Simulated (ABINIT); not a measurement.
A run of ABINIT 10.8.3 (patched build):

Contents of run.abi:

```
# Datasets: one volume each
ndtset 7
getwfk -1
scalecart1 3*0.9795861087
scalecart2 3*0.9864848297
scalecart3 3*0.9932883884
scalecart4 3*1.0000000000
scalecart5 3*1.0066227096
scalecart6 3*1.0131594038
scalecart7 3*1.0196128224

# Pseudopotentials
pp_dirpath "./"
pseudos "Ti.LDA_PW-JTH.xml, B.LDA_PW-JTH.xml"

# Structure
acell 3*1.0 Angstrom
rprim
     3.0292000000     0.0000000000     0.0000000000
    -1.5146000000     2.6233641531     0.0000000000
     0.0000000000     0.0000000000     3.2284000000
ntypat 2
znucl 22 5
natom 3
typat 1 2 2
xred
     0.0000000000     0.0000000000     0.0000000000
     0.6666666667     0.3333333333     0.5000000000
     0.3333333333     0.6666666667     0.5000000000

# Plane-wave basis
ecut 21.0
pawecutdg 42.0
pawovlp 30

# k points
kptopt 1
ngkpt 10 10 8
nshiftk 1
shiftk 0.0 0.0 0.0

# Exchange and correlation
ixc 7

# Bands and occupations
nband 13
occopt 3
tsmear 0.05 eV

# SCF cycle
nstep 100
tolvrs 1.0e-9

# Output
iomode 3
prtwf 1
prtden 0
prteig 0
prtebands 0
enunit 1
```

Potentials or basis: JTH PAW LDA v2.0.

Command:

```bash
$ abinit run.abi > log 2>&1
```

Hardware: 1 thread of Arm Neoverse V1, with other jobs on the host.

Problem. Estimate the wall time of this run.

Solution. Run time: 2.2 min on 1 thread of Arm Neoverse V1, on a shared host, peak memory 0.13 GiB. Counts: scf iterations 72, mpi ranks 1, k points 70, bands 13, plane waves 762.
